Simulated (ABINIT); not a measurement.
# SiC (Moissanite) (P6_3mc) in ABINIT: a series of runs

Aim: see how the results for SiC (Moissanite) move with the level of theory and the settings. Levels: HCTH407, LDA-PZ, BP86. Tasks: band structure, equation of state.

All numbers are computed with ABINIT 10.8.3 (patched build); they aren't measurements. Logs are shortened: lines on timing, memory, paths and dates and some standing lists are left out, and cuts for length are marked. The log counts tension as positive stress, the text compression.

### Step 1. The structure

Symmetry: P6_3mc, No. 186, hexagonal system. Conventional cell: a = 3.076 Å, b = 3.076 Å, c = 5.048 Å, α = 90.00°, β = 90.00°, γ = 120.00°. Around Si (site symmetry 3m) lie 4 C at 1.87 to 1.94 Å. C (site symmetry 3m) has 4 Si at 1.87 to 1.94 Å as nearest neighbours.

### Step 2. Band structure, HCTH407

run.abi

```
ndtset 2

pp_dirpath "./"
pseudos "Si.upf, C.upf"

acell 5.8127975593 5.8127975593 9.5393374771
rprim
     1.0000000000     0.0000000000     0.0000000000
    -0.5000000000     0.8660254038     0.0000000000
     0.0000000000     0.0000000000     1.0000000000
ntypat 2
znucl 14 6
natom 4
typat 1 1 2 2
xred
     0.6666666667     0.3333333333     0.5000000000
     0.3333333333     0.6666666667     0.0000000000
     0.6666666667     0.3333333333     0.8850000000
     0.3333333333     0.6666666667     0.3850000000

ecut 41.0

ixc 27

occopt 3
tsmear 0.05 eV

nstep 100

iomode 3
prtwf 0
prteig 0
prtebands 0
enunit 2
prtden1 1
prtvha1 1
prtvclmb1 1
prtpot1 1
prtelf1 1

kptopt1 1
ngkpt1 10 10 5
nshiftk1 1
shiftk1 0.0 0.0 0.0
nband1 12
tolvrs1 1.0e-10

iscf2 -2
getden2 1
nband2 16
nbdbuf2 2
tolwfr2 1.0e-12
kptopt2 -7
ndivsm2 6
prteig2 1
prtvol2 -3
kptbounds2
     0.0000000000     0.0000000000     0.0000000000
     0.5000000000     0.0000000000     0.0000000000
     0.3333333333     0.3333333333     0.0000000000
     0.0000000000     0.0000000000     0.0000000000
     0.0000000000     0.0000000000     0.5000000000
     0.5000000000     0.0000000000     0.5000000000
     0.3333333333     0.3333333333     0.5000000000
     0.0000000000     0.0000000000     0.5000000000
```

Potentials or basis: PseudoDojo NC SR PBE v0.4.1 standard.

The run is started by

```console
$ abinit run.abi > log 2>&1
```

run.abo:

```text
.Version 10.8.3 of ABINIT
 DATASET    1 : space group P6_3 m c (#186); Bravais hP (primitive hexag.)
================================================================================
 Values of the parameters that define the memory need for DATASET  1.
     intxc =       0    ionmov =       0      iscf =       7    lmnmax =       6
     lnmax =       6     mgfft =      60  mpssoang =       3    mqgrid =    3001
     natom =       4  nloc_mem =       1    nspden =       1   nspinor =       1
    nsppol =       1      nsym =      12    n1xccc =    2501    ntypat =       2
    occopt =       3   xclevel =       2
       mpw =        3562          nfft =       77760          nkpt =          42
================================================================================
================================================================================

 DATASET    2 : space group P6_3 m c (#186); Bravais hP (primitive hexag.)
================================================================================
 Values of the parameters that define the memory need for DATASET  2.
     intxc =       0    ionmov =       0      iscf =      -2    lmnmax =       6
     lnmax =       6     mgfft =      60  mpssoang =       3    mqgrid =    3001
     natom =       4  nloc_mem =       1    nspden =       1   nspinor =       1
    nsppol =       1      nsym =      12    n1xccc =    2501    ntypat =       2
    occopt =       3   xclevel =       2
       mpw =        3556          nfft =       77760          nkpt =          69
================================================================================
================================================================================

--------------------------------------------------------------------------------
------------- Echo of variables that govern the present computation ------------
--------------------------------------------------------------------------------
 -outvars: echo values of preprocessed input variables --------
            acell      5.8127975593E+00  5.8127975593E+00  9.5393374771E+00 Bohr
              amu      2.80855000E+01  1.20110000E+01
             ecut      4.10000000E+01 Hartree
           enunit           2
           getden1          0
           getden2          1
             iscf1          7
             iscf2         -2
              ixc          27
           jdtset        1    2
           kptopt1          1
           kptopt2         -7
         kptrlatt       10    0    0      0   10    0      0    0    5
          kptrlen1     4.76966874E+01
          kptrlen2     3.00000000E+01
            natom           4
            nband1         12
            nband2         16
           nbdbuf1          0
           nbdbuf2          2
           ndtset           2
           ndivsm1          0
           ndivsm2          6
            ngfft          36      36      60
             nkpt1         42
             nkpt2         69
            nstep         100
             nsym          12
           ntypat           2
           occopt           3
        prtebands           0
           prteig1          0
           prteig2          1
           prtelf1          1
           prtelf2          0
           prtpot1          1
           prtpot2          0
         prtvclmb1          1
         prtvclmb2          0
           prtvha1          1
           prtvha2          0
           prtvol1          0
           prtvol2         -3
            prtwf           0
            rprim      1.0000000000E+00  0.0000000000E+00  0.0000000000E+00
                      -5.0000000000E-01  8.6602540380E-01  0.0000000000E+00
                       0.0000000000E+00  0.0000000000E+00  1.0000000000E+00
           shiftk1     0.00000000E+00  0.00000000E+00  0.00000000E+00
           shiftk2     5.00000000E-01  5.00000000E-01  5.00000000E-01
          spgroup         186
           tolvrs1     1.00000000E-10
           tolvrs2     0.00000000E+00
           tolwfr1     0.00000000E+00
           tolwfr2     1.00000000E-12
           tsmear      1.83746611E-03 Hartree
            typat      1  1  2  2
           xangst      1.5379999989E+00  8.8796471342E-01  2.5239999983E+00
                      -2.2766973476E-16  1.7759294268E+00  0.0000000000E+00
[... 660 lines left out ...]
  5.1860E-01  5.1860E-01  5.9574E-01  5.9574E-01

--- !ResultsGS
iteration_state: {dtset: 2, }
comment   : Summary of ground state results
lattice_vectors:
- [  5.8127976,   0.0000000,   0.0000000, ]
- [ -2.9063988,   5.0340304,   0.0000000, ]
- [  0.0000000,   0.0000000,   9.5393375, ]
lattice_lengths: [   5.81280,    5.81280,    9.53934, ]
lattice_angles: [ 90.000,  90.000, 120.000, ] # degrees, (23, 13, 12)
lattice_volume:   2.7913818E+02
convergence: {deltae:  0.000E+00, res2:  0.000E+00, residm:  9.999E-13, diffor:  0.000E+00, }
etotal    :  -2.06764619E+01
entropy   :   0.00000000E+00
fermie    :   3.00235790E-01
cartesian_stress_tensor: null
pressure_GPa: null
xred      :
- [  6.6667E-01,   3.3333E-01,   5.0000E-01, Si]
- [  3.3333E-01,   6.6667E-01,   0.0000E+00, Si]
- [  6.6667E-01,   3.3333E-01,   8.8500E-01,  C]
- [  3.3333E-01,   6.6667E-01,   3.8500E-01,  C]
cartesian_forces: null
force_length_stats: {min: null, max: null, mean: null, }
...

 Integrated electronic density in atomic spheres:
 ------------------------------------------------
 Atom  Sphere_radius  Integrated_density
    1        2.00000          1.96807296
    2        2.00000          1.96807296
    3        2.00000          4.28974019
    4        2.00000          4.28974019
================================================================================

 ----iterations are completed or convergence reached----

 Mean square residual over all n,k,spin=   52.992E-14; max=  99.986E-14
 reduced coordinates (array xred) for    4 atoms
       0.666666666667      0.333333333333      0.500000000000
       0.333333333333      0.666666666667      0.000000000000
       0.666666666667      0.333333333333      0.885000000000
       0.333333333333      0.666666666667      0.385000000000

 cartesian coordinates (angstrom) at end:
    1      1.53799999894367     0.88796471341973     2.52399999828481
    2     -0.00000000000000     1.77592942683946     0.00000000000000
    3      1.53799999894367     0.88796471341973     4.46747999696411
    4     -0.00000000000000     1.77592942683946     1.94347999867930
 length scales=  5.812797559300  5.812797559300  9.539337477100 bohr
              =  3.075999997887  3.075999997887  5.047999996570 angstroms
 Eigenvalues (hartree) for nkpt=  69  k points:
 kpt#   1, nband= 16, wtk=  1.00000, kpt=  0.0000  0.0000  0.0000 (reduced coord)
  -0.32273   -0.19667   -0.06204    0.19437    0.19437    0.24145    0.24145    0.25187
   0.42713    0.48151    0.49371    0.49371    0.53291    0.57272    0.57272    0.67552
 kpt#   2, nband= 16, wtk=  1.00000, kpt=  0.0455  0.0000  0.0000 (reduced coord)
  -0.32142   -0.19554   -0.06085    0.18662    0.19203    0.23641    0.24067    0.25095
   0.43266    0.48224    0.49206    0.49672    0.53583    0.57014    0.57636    0.66056
 kpt#   3, nband= 16, wtk=  1.00000, kpt=  0.0909  0.0000  0.0000 (reduced coord)
  -0.31751   -0.19217   -0.05730    0.16609    0.18567    0.22224    0.23821    0.24811
   0.44291    0.48266    0.49320    0.50520    0.53924    0.56743    0.58660    0.63568
 kpt#   4, nband= 16, wtk=  1.00000, kpt=  0.1364  0.0000  0.0000 (reduced coord)
  -0.31102   -0.18664   -0.05148    0.13792    0.17670    0.20126    0.23397    0.24307
   0.44087    0.49152    0.50186    0.51731    0.52841    0.57810    0.60141    0.61397
 kpt#   5, nband= 16, wtk=  1.00000, kpt=  0.1818  0.0000  0.0000 (reduced coord)
  -0.30201   -0.17912   -0.04364    0.10630    0.16655    0.17599    0.22828    0.23543
   0.42752    0.49776    0.51013    0.52301    0.52937    0.59302    0.60216    0.61771
 kpt#   6, nband= 16, wtk=  1.00000, kpt=  0.2273  0.0000  0.0000 (reduced coord)
  -0.29058   -0.16991   -0.03428    0.07430    0.14841    0.15632    0.22178    0.22478
[... 175 lines left out ...]
 kpt#  65, nband= 16, wtk=  1.00000, kpt=  0.1026  0.1026  0.5000 (reduced coord)
  -0.26038   -0.26038    0.09025    0.09025    0.15698    0.15698    0.18824    0.18824
   0.46308    0.46308    0.51422    0.51422    0.56954    0.56954    0.60568    0.60568
 kpt#  66, nband= 16, wtk=  1.00000, kpt=  0.0769  0.0769  0.5000 (reduced coord)
  -0.26871   -0.26871    0.09287    0.09287    0.17539    0.17539    0.20035    0.20035
   0.47148    0.47148    0.50802    0.50802    0.55443    0.55443    0.60181    0.60181
 kpt#  67, nband= 16, wtk=  1.00000, kpt=  0.0513  0.0513  0.5000 (reduced coord)
  -0.27472   -0.27472    0.09229    0.09229    0.19511    0.19511    0.20909    0.20909
   0.47468    0.47468    0.50784    0.50784    0.53468    0.53468    0.60150    0.60150
 kpt#  68, nband= 16, wtk=  1.00000, kpt=  0.0256  0.0256  0.5000 (reduced coord)
  -0.27835   -0.27835    0.09125    0.09125    0.21026    0.21026    0.21430    0.21430
   0.47001    0.47001    0.51453    0.51453    0.52238    0.52238    0.59812    0.59812
 kpt#  69, nband= 16, wtk=  1.00000, kpt=  0.0000  0.0000  0.5000 (reduced coord)
  -0.27956   -0.27956    0.09081    0.09081    0.21602    0.21602    0.21602    0.21602
   0.46669    0.46669    0.51860    0.51860    0.51860    0.51860    0.59574    0.59574
 Eigenvalues (   eV  ) for nkpt=  69  k points:
 kpt#   1, nband= 16, wtk=  1.00000, kpt=  0.0000  0.0000  0.0000 (reduced coord)
  -8.78196   -5.35167   -1.68825    5.28912    5.28912    6.57005    6.57005    6.85372
  11.62285   13.10264   13.43465   13.43465   14.50116   15.58449   15.58449   18.38179
 kpt#   2, nband= 16, wtk=  1.00000, kpt=  0.0455  0.0000  0.0000 (reduced coord)
  -8.74636   -5.32087   -1.65577    5.07819    5.22550    6.43312    6.54902    6.82868
  11.77334   13.12242   13.38968   13.51646   14.58070   15.51442   15.68349   17.97469
 kpt#   3, nband= 16, wtk=  1.00000, kpt=  0.0909  0.0000  0.0000 (reduced coord)
  -8.63984   -5.22914   -1.55909    4.51952    5.05231    6.04756    6.48198    6.75138
  12.05231   13.13389   13.42059   13.74732   14.67348   15.44047   15.96232   17.29782
 kpt#   4, nband= 16, wtk=  1.00000, kpt=  0.1364  0.0000  0.0000 (reduced coord)
  -8.46324   -5.07876   -1.40095    3.75296    4.80831    5.47655    6.36657    6.61438
  11.99656   13.37483   13.65626   14.07683   14.37883   15.73081   16.36508   16.70693
 kpt#   5, nband= 16, wtk=  1.00000, kpt=  0.1818  0.0000  0.0000 (reduced coord)
  -8.21814   -4.87417   -1.18743    2.89267    4.53218    4.78882    6.21181    6.40631
  11.63354   13.54487   13.88146   14.23177   14.40500   16.13682   16.38559   16.80864
 kpt#   6, nband= 16, wtk=  1.00000, kpt=  0.2273  0.0000  0.0000 (reduced coord)
  -7.90709   -4.62355   -0.93273    2.02192    4.03835    4.25369    6.03507    6.11666
[... 176 lines left out ...]
  -7.08530   -7.08530    2.45584    2.45584    4.27177    4.27177    5.12221    5.12221
  12.60107   12.60107   13.99253   13.99253   15.49800   15.49800   16.48151   16.48151
 kpt#  66, nband= 16, wtk=  1.00000, kpt=  0.0769  0.0769  0.5000 (reduced coord)
  -7.31189   -7.31189    2.52710    2.52710    4.77256    4.77256    5.45169    5.45169
  12.82972   12.82972   13.82381   13.82381   15.08693   15.08693   16.37596   16.37596
 kpt#  67, nband= 16, wtk=  1.00000, kpt=  0.0513  0.0513  0.5000 (reduced coord)
  -7.47547   -7.47547    2.51135    2.51135    5.30916    5.30916    5.68973    5.68973
  12.91677   12.91677   13.81910   13.81910   14.54949   14.54949   16.36759   16.36759
 kpt#  68, nband= 16, wtk=  1.00000, kpt=  0.0256  0.0256  0.5000 (reduced coord)
  -7.57426   -7.57426    2.48305    2.48305    5.72152    5.72152    5.83148    5.83148
  12.78953   12.78953   14.00103   14.00103   14.21462   14.21462   16.27575   16.27575
 kpt#  69, nband= 16, wtk=  1.00000, kpt=  0.0000  0.0000  0.5000 (reduced coord)
  -7.60730   -7.60730    2.47115    2.47115    5.87829    5.87829    5.87829    5.87829
  12.69929   12.69929   14.11170   14.11170   14.11170   14.11170   16.21105   16.21105

== END DATASET(S) ==============================================================
================================================================================

 -outvars: echo values of variables after computation  --------
            acell      5.8127975593E+00  5.8127975593E+00  9.5393374771E+00 Bohr
           etotal1    -2.0676461905E+01
            fcart1    -1.8529083084E-28 -1.0697771106E-28  1.4304249120E-02
                       1.8529083084E-28  1.0697771106E-28  1.4304249120E-02
                       3.7058166168E-28 -2.1395542212E-28 -1.4304249120E-02
                      -3.7058166168E-28  2.1395542212E-28 -1.4304249120E-02
            rprim      1.0000000000E+00  0.0000000000E+00  0.0000000000E+00
                      -5.0000000000E-01  8.6602540380E-01  0.0000000000E+00
                       0.0000000000E+00  0.0000000000E+00  1.0000000000E+00
           strten1    -8.4307220173E-06 -8.4307222185E-06  1.4400538074E-04
                       0.0000000000E+00  0.0000000000E+00  0.0000000000E+00
           xangst      1.5379999989E+00  8.8796471342E-01  2.5239999983E+00
                      -2.2766973476E-16  1.7759294268E+00  0.0000000000E+00
                       1.5379999989E+00  8.8796471342E-01  4.4674799970E+00
                      -2.2766973476E-16  1.7759294268E+00  1.9434799987E+00
             xred      6.6666666667E-01  3.3333333333E-01  5.0000000000E-01
                       3.3333333333E-01  6.6666666667E-01  0.0000000000E+00
                       6.6666666667E-01  3.3333333333E-01  8.8500000000E-01
                       3.3333333333E-01  6.6666666667E-01  3.8500000000E-01
 Calculation completed.
```

Wall time 2.4 min (1 thread of Arm Neoverse V1, shared host); peak memory 0.13 GiB.

What came out:

```
Free energy                                           : -562.6352 eV
Pressure                                              : -1.2 GPa
Largest force                                         : 0.736 eV/Å
Band gap on the k mesh                                : 2.91 eV, indirect (least direct gap 4.41 eV)
Band gap along the path                               : 2.78 eV, indirect (least direct gap 4.41 eV)
Valence electrons inside the program's atomic spheres : Si 1.97; C 4.29
```

Forces on the atoms (eV/Å):
```
Si   0.000  0.000  0.736
Si   0.000  0.000  0.736
C    0.000  0.000 -0.736
C    0.000  0.000 -0.736
```

Levels at the corners of the path, in eV from the valence-band top:
| point | band 4 | band 5 | band 6 | band 7 | band 8 | band 9 | band 10 | band 11 | band 12 | band 13 |
| --- | --- | --- | --- | --- | --- | --- | --- | --- | --- | --- |
| Γ | -1.56 | -1.56 | -0.28 | -0.28 | 0.00 | 4.77 | 6.25 | 6.58 | 6.58 | 7.65 |
| M | -6.51 | -5.35 | -3.52 | -3.13 | -1.50 | 2.91 | 4.49 | 6.94 | 7.35 | 9.78 |
| K | -6.51 | -6.51 | -4.04 | -3.96 | -3.96 | 2.78 | 8.35 | 8.82 | 8.82 | 9.42 |
| Γ | -1.56 | -1.56 | -0.28 | -0.28 | 0.00 | 4.77 | 6.25 | 6.58 | 6.58 | 7.65 |
| A | -4.38 | -0.98 | -0.98 | -0.98 | -0.98 | 5.85 | 5.85 | 7.26 | 7.26 | 7.26 |
| L | -8.35 | -2.67 | -2.67 | -2.33 | -2.33 | 3.50 | 3.50 | 5.18 | 5.18 | 10.49 |
| H | -7.90 | -5.69 | -5.69 | -1.76 | -1.76 | 5.00 | 5.00 | 6.35 | 6.35 | 10.28 |
| A | -4.38 | -0.98 | -0.98 | -0.98 | -0.98 | 5.85 | 5.85 | 7.26 | 7.26 | 7.26 |

Caveat: the potentials were made for another functional, which shifts forces and pressure; the mesh misses the band edges, which the band path finds closer together.

(Continued in part 2 of 2.)
